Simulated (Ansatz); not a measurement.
## Formation energy and levels of the vacancy V_H in MgH2 (Pbcn)

Wanted: the transition levels of a vacancy in MgH2 (Pbcn), from a cell of 96 host atoms with 1 H taken out.

Main program and level: Ansatz 0.2.0; place-levels on r2SCAN runs: charge-transition levels and formation energies with image-charge correction and potential alignment at the atomic sites.

## (1) The structure

The cell holds 95 atoms: 32 Mg and 63 H. Its edges and angles: a = 8.956 Å, b = 10.803 Å, c = 9.804 Å, α = 90.0°, β = 90.0°, γ = 90.0°. It derives from MgH2 (space group Pbcn). Nearest the centre at fractional (0.636, 0.445, 0.540): Mg62 at 1.91 Å, Mg49 at 1.94 Å, Mg86 at 1.99 Å, H80 at 2.49 Å, H65 at 2.63 Å, H93 at 2.71 Å, H69 at 2.71 Å, H83 at 2.72 Å.

The host's dielectric constants go in as inputs: (4.21, 4.31, 4.31) for the electrons alone, (11.71, 11.32, 11.39) with the ions, computed on the host (DFPT, PBEsol).

The cell's shortest repeat is 9.0 Å.

## (2) What was run first

A transition level is the Fermi level at which two charge states cost the same, so each charge needs its own total energy, at its own relaxed structure.

Each atom starts 0.03 Å or so off its site in a random direction. Forces are taken at the zone centre alone. The cell holds 1 electron more than the neutral one, with a uniform background that keeps it neutral on the whole.

One state's input; the others differ in charge, spin, start and seed, and in occupations where the table says so.

Input file qm1.relax/input.yaml:

```yaml
crystal:
  lattice:
    - [4.47819636, 0.0, 0.0]
    - [0.0, 5.4013991, 0.0]
    - [0.0, 0.0, 4.90197395]
  atoms:
    - { symbol: Mg, position: [0.5, 0.83404754, 0.75] }
    - { symbol: Mg, position: [0.0, 0.66595246, 0.25] }
    - { symbol: Mg, position: [0.5, 0.16595246, 0.25] }
    - { symbol: Mg, position: [0.0, 0.33404754, 0.75] }
    - { symbol: H, position: [0.72799435, 0.89007645, 0.41977798] }
    - { symbol: H, position: [0.22799435, 0.60992355, 0.58022202] }
    - { symbol: H, position: [0.77200565, 0.60992355, 0.91977798] }
    - { symbol: H, position: [0.27200565, 0.89007645, 0.08022202] }
    - { symbol: H, position: [0.72799435, 0.10992355, 0.91977798] }
    - { symbol: H, position: [0.22799435, 0.39007645, 0.08022202] }
    - { symbol: H, position: [0.77200565, 0.39007645, 0.41977798] }
    - { symbol: H, position: [0.27200565, 0.10992355, 0.58022202] }
  supercell: [2, 2, 2]
  defects: [{ vacancy: 67 }]
total_charge: -1
basis:
  ecutwfc: 500
  xc_grid: 2
hamiltonian:
  xc: r2scan
kpoints:
  mp_grid: { grid: [1, 1, 1] }
scf:
  occupations: { method: fixed }
  max_iter: 100
output:
  forces: true
  charged_corrections:
    epsilon: [4.21, 4.31, 4.31]
    static_epsilon: [11.71, 11.32, 11.39]
relax:
  f_tol: 0.02
  max_steps: 80
  random_displacement: { amplitude: 0.03, seed: 8775 }
checkpoint:
  write: "../qm1.relax.run"
  compress: false
  write_wavefunctions: true
  write_every: 100000
```

On the command line:

```
$ ansatz run input.yaml --threads 4 --pin off --max-ram 6594MiB --backend cpu --events-out ev --progress --plain --runs-dir out
```

Defect states can disperse in a cell of this size, so the energy is taken again at a 2×2×2 shifted mesh, on the relaxed structure.

The run of this state that the levels use, under r2SCAN:

Input file qm1.point/input.yaml:

```yaml
crystal:
  checkpoint: "../qm1.relax.run"
  host: checkpoint
total_charge: -1
basis:
  ecutwfc: 500
  xc_grid: 2
hamiltonian:
  xc: r2scan
kpoints:
  mp_grid: { grid: [2, 2, 2], shift: [0.5, 0.5, 0.5] }
scf:
  occupations: { method: fermi_dirac, width: 0.01 }
  max_iter: 100
output:
  forces: true
  eigenvalues: true
  charged_corrections:
    epsilon: [4.21, 4.31, 4.31]
    static_epsilon: [11.71, 11.32, 11.39]
    defect_position: [0.636154, 0.445534, 0.540094]
  eigenstates: { localisation: true }
  populations: true
  band_densities: [{ bands: [v1, v1] }, { bands: [c1, c1] }]
  write_density: true
  write_potential: true
  volumetric_format: npy
  elf: true
checkpoint:
  read: "../qm1.relax.run"
  write: "../qm1.point.run"
  compress: false
  write_wavefunctions: false
  write_every: 100000
```

Relaxations under r2SCAN at the zone centre alone; times on 4 threads of Arm Neoverse V1, shared host:

```csv
charge,moment (μB),occupations,outcome,steps,largest displacement against the far atoms (Å),time
−1,0,fixed,converged,5,0.29,65 s
0,1,fixed,converged,4,0.03,2.3 min
+1,0,fixed,converged,4,0.34,58 s
```

Single points under r2SCAN at a 2×2×2 shifted mesh; times on 4 threads of Arm Neoverse V1, shared host:

```csv
charge,moment (μB),occupations,outcome,time
−1,0,fermi-dirac,converged,2.3 min
0,1,fermi-dirac,converged,6.4 min
+1,0,fermi-dirac,converged,2.2 min
```

Distances (Å) from the ideal centre to the nearest atoms after relaxation with r2SCAN:

```csv
charge,moment (μB),1.,2.,3.,4.,5.,6.
−1,0,Mg 1.63,Mg 1.79,Mg 1.86,H 2.53,H 2.74,H 2.74
0,1,Mg 1.89,Mg 1.94,Mg 2.02,H 2.46,H 2.62,H 2.69
+1,0,Mg 2.24,Mg 2.24,Mg 2.25,H 2.38,H 2.43,H 2.63
```

## (3) Levels against the band edges, r2SCAN

A charged cell interacts with its images and the background, and its potential has another zero than the host's. place-levels removes the first by a point-charge model, screened by the static dielectric constant since the ions have relaxed around the charge, and the second by comparing potentials at atoms far from the defect.

The host is a run of the defect-free crystal in the same cutoffs, grids and k-points, so that basis and sampling errors cancel in part in the differences. The host is run in a cell of 12 atoms on a matching mesh. Its band edges are searched through the zone by a band path, so the gap is smaller than, or equal to, that on the mesh. Chemical potentials are energies per atom of H (H2 molecule), run with the same functional and cutoff.

Input file levels.point.yaml:

```yaml
host:
  run: host.point.run
states: [qm1.point.run, q0_M1.point.run, qp1.point.run]
geometry_from:
  qm1.point.run: qm1.relax.run
  q0_M1.point.run: q0_M1.relax.run
  qp1.point.run: qp1.relax.run
  host.point.run: host.relax.run
chemical_potentials:
  H:
    energy: -15.945667
    dataset: "<sha256 of the dataset>"
```

On the command line:

```
$ ansatz place-levels levels.point.yaml -- --threads 4 --pin off --max-ram 6594MiB
```

Numbers of over 12 decimals in the logs are rounded to 6 here.

The program printed:

```text
[... repeated set-up lines and file paths are left out, and long positions are rounded to six places ...]
(+1/0) 2.680 eV above the valence edge, 1.609 eV under the conduction edge
(0/-1) 3.405 eV above the valence edge, 0.884 eV under the conduction edge
formation energy of charge +1: -1.230 eV with the Fermi level at the valence edge
formation energy of charge 0: +1.449 eV with the Fermi level at the valence edge
formation energy of charge -1: +4.854 eV with the Fermi level at the valence edge
  edges by r2scan, gap 4.288 eV; the host is sampled to repeats of 26.56 Å
  the defect's cells are sampled to repeats of 26.56 Å, like sampling
  charge +1: -62678.0181 eV with its correction of +0.167 eV, at epsilon [11.71, 11.32, 11.39], aligned at sites: -0.0124 eV, mean over 62 atomic sites at or beyond 4.48 Å from the host's site at [0.6360, 0.4450, 0.5401] by the defect at [0.6362, 0.4455, [...]
  charge 0: +0.000 eV for its dipole among its images, +0.000 omitted
  charge -1: -62668.0813 eV with its correction of +0.188 eV, at epsilon [11.71, 11.32, 11.39], aligned at sites: -0.0092 eV, mean over 62 atomic sites at or beyond 4.48 Å from the host's site at [0.6360, 0.4450, 0.5401] by the defect at [0.6362, 0.4455, [...]
  of states[2] (qp1.point.run): how wide its charge is, is not read beside other atoms or cores, and a band state would take no correction. [...]
  of states[1] (q0_M1.point.run): its displacements don't fall off away from the defect: farther atoms stand 0.013 Å off the host's places. [...]
  of states[0] (qm1.point.run): how wide its charge is, is not read beside other atoms or cores, and a band state would take no correction. [...]
```

Elapsed: 0.26 s, on 4 threads of Arm Neoverse V1, shared host.

Levels between the charges placed, in eV above the valence top:

```csv
,gap (eV),(+1/0),(0/−1)
r2SCAN,4.29,2.68,3.40
```

Corrections by state:

```csv
charge,moment (μB),image terms and alignment (eV),band filling (eV),ε used,"over the lowest of its charge, as the program ranks them, band filling apart (eV)"
+1,0.0,0.167,-,"principal values (11.32, 11.39, 11.71)",0.000
0,1.0,0.000,-,-,0.000
−1,0.0,0.188,-,"principal values (11.32, 11.39, 11.71)",0.000
```

From the program's caveats on the states, each cut to its opening words:

- charge +1, −1: how wide its charge is, is not read beside other atoms or cores, and a band state would take no correction
- charge 0 (1 μB): its displacements don't fall off away from the defect: farther atoms stand 0.013 Å off the host's places
- charge 0 (1 μB): flagged: stability check not made
- charge −1: its displacements don't fall off away from the defect: farther atoms stand 0.022 Å off the host's places

Chemical potentials of the elements' reference phases, run alike. Formation energy by charge state (elemental references; gap 4.29 eV):

```csv
charge,at valence top (eV),at conduction bottom (eV),correction included (eV)
+1,-1.23,3.06,0.17
0,1.45,1.45,0.00
−1,4.85,0.57,0.19
```

Fermi level (eV), lowest formation energy (eV) and a bar from the least value:
```
     0.00      -1.23 
     0.39      -0.84 ####
     0.78      -0.45 #########
     1.17      -0.06 #############
     1.56       0.33 #################
     1.95       0.72 ######################
     2.34       1.11 ##########################
     2.73       1.45 ##############################
     3.12       1.45 ##############################
     3.51       1.34 #############################
     3.90       0.96 ########################
     4.29       0.57 ####################
```

Transition levels lie at 2.68 eV (+1/0) and 3.40 eV (0/−1) above the valence top. The formation energy turns negative for some Fermi levels (elemental references), which would push the Fermi level away from there.

## (4) The same at the relaxations' own k-points

The relaxations' own energies give the levels at their sampling, for comparison.

Input file levels.relax_mesh.yaml:

```yaml
host:
  run: host.relax.run
states: [qm1.relax.run, q0_M1.relax.run, qp1.relax.run]
chemical_potentials:
  H:
    energy: -15.945667
    dataset: "<sha256 of the dataset>"
```

On the command line:

```
$ ansatz place-levels levels.relax_mesh.yaml -- --threads 4 --pin off --max-ram 6594MiB
```

The program printed:

```text
(+1/0) 2.743 eV above the valence edge, 1.537 eV under the conduction edge
(0/-1) 3.468 eV above the valence edge, 0.812 eV under the conduction edge
formation energy of charge +1: -1.293 eV with the Fermi level at the valence edge
formation energy of charge 0: +1.450 eV with the Fermi level at the valence edge
formation energy of charge -1: +4.918 eV with the Fermi level at the valence edge
  edges by r2scan, gap 4.280 eV; the host is sampled to repeats of 8.96 Å
[... the lines on each state left out ...]
```

The job ended after 0.14 s (4 threads).

Levels between neighbouring charges, in eV above the valence top:

```csv
,gap (eV),(+1/0),(0/−1)
the zone centre alone,4.28,2.74,3.47
a 2×2×2 shifted mesh,4.29,2.68,3.40
```

Going from the zone centre alone to a 2×2×2 shifted mesh moves the levels that carry no band-filling term by up to 0.06 eV and formation energies against the elements by up to 0.06 eV.

## (5) Results

| Quantity | Value |
| --- | --- |
| gap of the host | 4.29 eV (r2SCAN) |
| level (plus 1/0) | 2.68 eV above the valence top |
| level (0/minus 1) | 3.40 eV above the valence top |
| lowest of the charges placed, just above the valence top (0.02 eV) | +1 |
| lowest of the charges placed, just below the conduction bottom (0.02 eV) | −1 |
| lowest formation energy at mid-gap of the charges run, elemental references | 0.91 eV |

What this shows: Of the charges placed (−1, 0 and +1), the lowest changes at 2.68 eV (+1/0) and 3.40 eV (0/−1) above the valence top, in a gap of 4.29 eV. Charges above +1 and below −1 were not placed, so these runs say nothing of levels that involve them. States placed: +1 at 0 μB; 0 at 1 μB; −1 at 0 μB. Other spin states or structures, where not listed, weren't placed. Going from the zone centre alone to a 2×2×2 shifted mesh moves the levels that carry no band-filling term by up to 0.06 eV and formation energies against the elements by up to 0.06 eV. Limits: the images are only 9.0 Å apart; r2SCAN makes the gap too small and tends to spread out bound carriers.

[Logs are printed without paths, hosts, clocks, repeated set-up lines and the standing remarks that a program may print on its own settings, such as how far it seeks lower states.]

[Hosts, paths, dates, database ids (printed as entryN), source tags and the programs' standing remarks are cut or masked in the printed files.]

[Where a table of states has a column of steps, it counts the stored structures, which are thinned; the runs took as many ionic steps or more.]

[A defect's name tells the site on which it was built; relaxed atoms can leave that site.]

[For some hosts the program warned that the k-mesh of the response run may be too coarse for force constants and the static dielectric constant; such warnings are not shown here.]
